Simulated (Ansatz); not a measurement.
How far is PAW off for Cs?

```
CELL_PARAMETERS angstrom
0.00000 3.94834 3.94834
3.94834 0.00000 3.94834
3.94834 3.94834 0.00000
ATOMIC_POSITIONS crystal
Cs 0.00000 0.00000 0.00000
```

Structure from Materials Project entry mp-1055940 (possibly hypothetical), not relaxed further.

No spin–orbit coupling, which matters for the heavy atoms here.

Methods: DFT, LDA, PAW with Ansatz's default frozen-core files, scalar-relativistic (Ansatz 0.2.0); DFT, LDA, all-electron LAPW, scalar-relativistic (Ansatz 0.2.0).

For PAW: a Γ-centred 8×8×8 k mesh, Fermi–Dirac smearing of 0.08 eV, cutoff 420 eV, no spin polarisation; the PAW files were made with PBE, and the program remakes their frozen cores for this functional. LAPW targets a basis error of 0.25 meV/atom. The Ansatz runs share mesh, smearing and spin set-up. Plane-wave (PAW) pressures include the program's estimate of the Pulay term.

Stress and pressure are positive in compression.

Levels count from the Fermi level.

PAW results:

```csv
quantity,PAW
pressure (GPa),-0.39
highest filled level at L (eV),-0.025
lowest empty level at L (eV),0.791
highest filled level at W (eV),-10.637
lowest empty level at W (eV),0.840
highest filled level at X (eV),-10.636
lowest empty level at X (eV),0.345
```

What does all-electron LAPW give for the same quantities?


| quantity | LAPW |
| --- | --- |
| pressure (GPa) | -0.39 |
| highest filled level at L (eV) | -0.025 |
| lowest empty level at L (eV) | 0.791 |
| highest filled level at W (eV) | -10.637 |
| lowest empty level at W (eV) | 0.840 |
| highest filled level at X (eV) | -10.636 |
| lowest empty level at X (eV) | 0.344 |
